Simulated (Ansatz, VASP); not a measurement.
Hg: VASP beside Ansatz

Contents of INCAR:

```
SYSTEM = Hg
PREC = Accurate ; ENCUT = 600
EDIFF = 1E-7 ; ISMEAR = -1
SIGMA = 0.05 ; LREAL = .False.
LASPH = .True. ; NELM = 100
ALGO = Normal ; ISIF = 3
LWAVE = .False. ; LCHARG = .False.
GGA = PE ; IBRION = 2
NSW = 100 ; EDIFFG = -0.005
```

The input KPOINTS:

```
Automatic mesh
0
Gamma
  16 16 16
  0 0 0
```

POSCAR

```
Hg
1.0
   -1.8042072221      1.8042072221      1.8042072221
    1.8042072221     -1.8042072221      1.8042072221
    1.8042072221      1.8042072221     -1.8042072221
Hg
1
Direct
    0.0000000000      0.0000000000      0.0000000000
```

Input for Ansatz:

```yaml
crystal:
  lattice:
    - [-1.8042072221, 1.8042072221, 1.8042072221]
    - [1.8042072221, -1.8042072221, 1.8042072221]
    - [1.8042072221, 1.8042072221, -1.8042072221]
  atoms:
    - { symbol: Hg, position: [0.0, 0.0, 0.0] }
kpoints:
  mp_grid: { grid: [16, 16, 16] }
scf:
  occupations: { method: fermi_dirac, width: 0.05 }
hamiltonian:
  xc: pbe
  pseudopotentials: { kind: paw }
output:
  forces: true
  stress: true
relax:
  f_tol: 0.005
  max_steps: 80
  cell: {}
```

Alike in both runs: task relaxation of cell and atoms; functional PBE; k mesh 16 × 16 × 16; occupations fermi-dirac, width 0.05 eV; no spin polarisation.

|  | VASP | Ansatz |
| --- | --- | --- |
| version | VASP 6.6.1 | Ansatz 0.2.0 |
| potentials or method | VASP PAW PBE potentials, release 64 (Hg) | PAW with Ansatz's default frozen-core files, scalar-relativistic |
| plane-wave cutoff (eV) | 600 | 420 |
| valence electrons in the cell | 12 | 20 |

VASP gave:

* relaxed volume (Å³/atom): 29.83
* relaxed cell length with the largest relative difference (Å): 3.384
* energy change over the relaxation (meV/atom): -77

**Question.** Which values does Ansatz return?

**Answer.** Relaxed volume (Å³/atom): 29.47; relaxed cell length with the largest relative difference (Å): 3.370; energy change over the relaxation (meV/atom): -69.

The two sets of potentials don't hold the same shells in valence.

Caveats: the volume moved by over 15 % at a fixed basis, so the end points are rough (VASP). Spin-orbit coupling is left out, which matters for the levels of Hg.
